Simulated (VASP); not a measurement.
# Ru in VASP: relaxation of the atoms with PBE

Aim: the relaxation of the atoms of Ru with PBE.

Program: VASP 6.6.1. These are calculated values, not measurements. Logs are shortened: lines on timing, memory, paths and dates and some standing lists are left out, and cuts for length are marked.

### Step 1. The structure

The cell holds a slab with vacuum, 4 atoms: a = 2.719 Å, b = 2.719 Å, c = 27.556 Å, α = 90.00°, β = 90.00°, γ = 120.00°.

The cell was built by a generator and needn't be a form met in nature.

### Step 2. Relaxation of the atoms, PBE

INCAR

```
PREC = Accurate
ENCUT = 520
EDIFF = 1E-7
ISMEAR = 1
SIGMA = 0.1
LREAL = F
LASPH = T
NELM = 120
ALGO = Normal
ISIF = 2
LWAVE = F
LCHARG = F
LDIPOL = T
IDIPOL = 3
DIPOL = 0.5 0.5 0.500
GGA = PE
IBRION = 2
NSW = 90
EDIFFG = -0.02
KPAR = 2
```

KPOINTS

```
regular mesh
0
Gamma
  14 14 1
```

POSCAR

```
Ru
1.0
    2.7193470000      0.0000000000      0.0000000000
   -1.3596735000      2.3550235400      0.0000000000
    0.0000000000      0.0000000000     27.5564212900
Ru
4
Selective dynamics
Direct
    0.3333330000      0.6666670000      0.3830662900  F F F
    0.6666670000      0.3333330000      0.4610221000  T T T
    0.3333330000      0.6666670000      0.5389779000  T T T
    0.6666670000      0.3333330000      0.6169337100  T T T
```

Potentials or basis: VASP PAW PBE potentials, release 64 (Ru_pv).

Launch:

```console
> cat potpaw_PBE.64/Ru_pv/POTCAR > POTCAR
> mpirun -np 2 vasp_std > vasp.out
```

OUTCAR:

```text
PREC = Accurate
   ENCUT = 520
   EDIFF = 1E-7
   ISMEAR = 1
   LREAL = F
   LASPH = T
   NELM = 120
   ISIF = 2
   GGA = PE
   IBRION = 2
   NSW = 90
   EDIFFG = -0.02

 ion  position               nearest neighbor table
   1  0.333  0.667  0.383-   2 2.66   2 2.66   2 2.66
   2  0.667  0.333  0.461-   3 2.66   3 2.66   1 2.66   1 2.66   3 2.66   1 2.66
   3  0.333  0.667  0.539-   2 2.66   2 2.66   4 2.66   4 2.66   2 2.66   4 2.66
   4  0.667  0.333  0.617-   3 2.66   3 2.66   3 2.66

  LATTYP: Found a hexagonal cell.
 ALAT       =     2.7193470000
 C/A-ratio  =    10.1334700169

  Lattice vectors:

 A1 = (   2.7193470000,   0.0000000000,   0.0000000000)
 A2 = (  -1.3596735000,   2.3550235400,   0.0000000000)
 A3 = (   0.0000000000,   0.0000000000,  27.5564212900)

Analysis of symmetry for initial positions (statically):
=====================================================================
 Subroutine PRICEL returns:
 Original cell was already a primitive cell.

 Routine SETGRP: Setting up the symmetry group for a
 hexagonal supercell.

 Subroutine GETGRP returns: Found 12 space group operations
 (whereof 12 operations were pure point group operations)
 out of a pool of 24 trial point group operations.

The static configuration has the point symmetry D_3d.

Analysis of symmetry for dynamics (positions and initial velocities):
=====================================================================
 Subroutine PRICEL returns:
 Original cell was already a primitive cell.

 Routine SETGRP: Setting up the symmetry group for a
 hexagonal supercell.

 Subroutine GETGRP returns: Found 12 space group operations
 (whereof 12 operations were pure point group operations)
 out of a pool of 24 trial point group operations.

The dynamic configuration has the point symmetry D_3d.

Analysis of constrained symmetry for selective dynamics:
=====================================================================
 Subroutine PRICEL returns:
 Original cell was already a primitive cell.

 Routine SETGRP: Setting up the symmetry group for a
[... 145 lines left out ...]
 maximum number of plane-waves:      4797
   NGX = 11   NGY = 11   NGZ =103

--------------------------------------- Ionic step        1  -------------------------------------------

 number of electron      56.0000011 magnetization

 Free energy of the ion-electron system (eV)
  ---------------------------------------------------
  ext. energy  EPLUGINS =         0.00000000
  ---------------------------------------------------
  free energy    TOTEN  =       -34.75509228 eV

  energy without entropy =      -34.75976289  energy(sigma->0) =      -34.75664915

------------------------ aborting loop because EDIFF is reached ----------------------------------------

  FORCE on cell =-STRESS in cart. coord.  units (eV):
  Direction    XX          YY          ZZ          XY          YZ          ZX
  --------------------------------------------------------------------------------------
  -------------------------------------------------------------------------------------
  Total       -3.8173616     -3.8173615     -3.3308080      0.0000000      0.0000000      0.0000000
  in kB      -34.6570174    -34.6570162    -30.2397008      0.0000000      0.0000000      0.0000000
  external PRESSURE =     -33.1845781 kB  Pullay stress =       0.0000000 kB
[... 65 lines left out ...]
 number of electron      56.0000009 magnetization

------------------------ aborting loop because EDIFF is reached ----------------------------------------

 vacuum level on the upper side and lower side of the slab       (xc-potential included)        -0.018         0.007

  FORCE on cell =-STRESS in cart. coord.  units (eV):
  Direction    XX          YY          ZZ          XY          YZ          ZX
  --------------------------------------------------------------------------------------
  -------------------------------------------------------------------------------------
  Total       -3.3988492     -3.3988490     -2.4816149      0.0000000      0.0000000      0.0000000
  in kB      -30.8574318    -30.8574306    -22.5300562      0.0000000      0.0000000      0.0000000
  external PRESSURE =     -28.0816395 kB  Pullay stress =       0.0000000 kB
[... 209 lines left out ...]
  FREE ENERGIE OF THE ION-ELECTRON SYSTEM (eV)
  ---------------------------------------------------
  free  energy   TOTEN  =       -34.8081403189 eV

  energy  without entropy=      -34.8072792361  energy(sigma->0) =      -34.80785329

 dipolmoment           0.000000      0.000000      0.000080 electrons x Angstroem

--------------------------------------- Ionic step        9  -------------------------------------------

 number of electron      56.0000012 magnetization

 dipolmoment           0.000000      0.000000     -0.000013 electrons x Angstroem

 Free energy of the ion-electron system (eV)
  ---------------------------------------------------
  ext. energy  EPLUGINS =         0.00000000
  ---------------------------------------------------
  free energy    TOTEN  =       -34.80854036 eV

  energy without entropy =      -34.80733927  energy(sigma->0) =      -34.80814000

 E-fermi :   0.5288     XC(G=0):  -5.0817

 val. band max:        0.5256848774   @ k =   0.2857   0.0714   0.0000
 cond. band min:       0.5337243124   @ k =   0.2143   0.0000   0.0000
 fundamental gap:      0.0080394350
 Fermi energy:         0.5288090669

 k-point     1 :       0.0000    0.0000    0.0000
  band No.  band energies     occupation
      1     -43.0972      2.00000
      2     -42.6997      2.00000
      3     -42.3060      2.00000
      4     -42.3059      2.00000
      5     -42.2293      2.00000
      6     -42.2293      2.00000
[... 853 lines left out ...]
     32       1.7811     -0.00000
     33       7.1959      0.00000

------------------------ aborting loop because EDIFF is reached ----------------------------------------

 vacuum level on the upper side and lower side of the slab       (xc-potential included)        -0.012        -0.011

  FORCE on cell =-STRESS in cart. coord.  units (eV):
  Direction    XX          YY          ZZ          XY          YZ          ZX
  --------------------------------------------------------------------------------------
  -------------------------------------------------------------------------------------
  Total       -2.7189221     -2.7189220     -0.0605731     -0.0000000      0.0000000      0.0000000
  in kB      -24.6845180    -24.6845171     -0.5499301     -0.0000000      0.0000000      0.0000000
  external PRESSURE =     -16.6396550 kB  Pullay stress =       0.0000000 kB
[... 19 lines left out ...]
  FREE ENERGIE OF THE ION-ELECTRON SYSTEM (eV)
  ---------------------------------------------------
  free  energy   TOTEN  =       -34.8085403612 eV

  energy  without entropy=      -34.8073392667  energy(sigma->0) =      -34.80814000

 reached required accuracy - stopping structural energy minimisation

 vacuum level on the upper side and lower side of the slab         5.556         5.556
```

CONTCAR:

```text
Ru
   1.00000000000000
     2.7193470000000000    0.0000000000000000    0.0000000000000000
    -1.3596735000000000    2.3550235399999999    0.0000000000000000
     0.0000000000000000    0.0000000000000000   27.5564212899999994
  Ru
     4
Selective dynamics
Direct
     0.3333330000000032    0.6666669999999968    0.3830662900000021   F   F   F
     0.6666669999999968    0.3333330000000032    0.4583126139004287   T   T   T
     0.3333330000000032    0.6666669999999968    0.5367556132303997   T   T   T
     0.6666669999999968    0.3333330000000032    0.6119999677589812   T   T   T

  0.00000000E+00  0.00000000E+00  0.00000000E+00
  0.00000000E+00  0.00000000E+00  0.00000000E+00
  0.00000000E+00  0.00000000E+00  0.00000000E+00
  0.00000000E+00  0.00000000E+00  0.00000000E+00
```

It took 9.3 min on 2 MPI ranks of Intel Xeon 6975P-C (Granite Rapids), shared host; peak memory 0.29 GiB.

What came out:

| Quantity | Value |
| --- | --- |
| Free energy | -34.8085 eV |
| Energy gained by relaxing | 13.4 meV/atom |
| Ionic steps | 9 |
| Band gap on the k mesh | none (metal or under the smearing width) |

Step by step:
| step | energy change (eV) | largest force (eV/Å) | pressure (GPa) |
| --- | --- | --- | --- |
| 1 | 0.0000 | 0.6942 | -3.32 |
| 2 | -0.0297 | 0.5318 | -2.89 |
| 3 | -0.0301 | 0.5089 | -2.81 |
| 4 | -0.0353 | 0.4500 | -2.67 |
| 5 | -0.0471 | 0.2660 | -2.25 |
| 6 | -0.0522 | 0.1390 | -1.35 |
| 7 | -0.0533 | 0.0576 | -1.63 |
| 8 | -0.0530 | 0.1030 | -1.72 |
| 9 | -0.0534 | 0.0021 | -1.66 |

Final structure:
```
Ru
1.0
     2.71935    0.00000    0.00000
    -1.35967    2.35502    0.00000
     0.00000    0.00000   27.55642
Ru
4
Direct
  0.33333 0.66667 0.38307
  0.66667 0.33333 0.45831
  0.33333 0.66667 0.53676
  0.66667 0.33333 0.61200
```
